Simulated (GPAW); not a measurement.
Ta:

```
Ta
1.0
     2.90037    0.00000    0.00000
    -1.45019    2.51180    0.00000
     0.00000    0.00000    5.16627
Ta
2
Direct
  0.33333 0.66667 0.25000
  0.66667 0.33333 0.75000
```

This isn't the form of Ta at room conditions, which is bcc.

Base run:

* Program: GPAW 26.7.0
* Functional: RPBE
* Potentials or basis: the program's PAW data sets (release 1.2.1) made for this functional
* Cutoff: 600 eV
* Basis: pw
* k mesh: 11 × 11 × 5
* Occupations: gaussian, width 0.02 eV
* Spin: no spin polarisation

Its results: band gap on the k mesh none (metal or under the smearing width); pressure 2.6 GPa.

Question: The run is repeated on the same cell with these changes: functional from RPBE to PBE; potentials or basis from the program's PAW data sets (release 1.2.1) made for this functional to GPAW PAW data sets (gpaw-data 1.2.1). What comes out?

Answer: Band gap on the k mesh none (metal or under the smearing width); pressure -0.9 GPa.
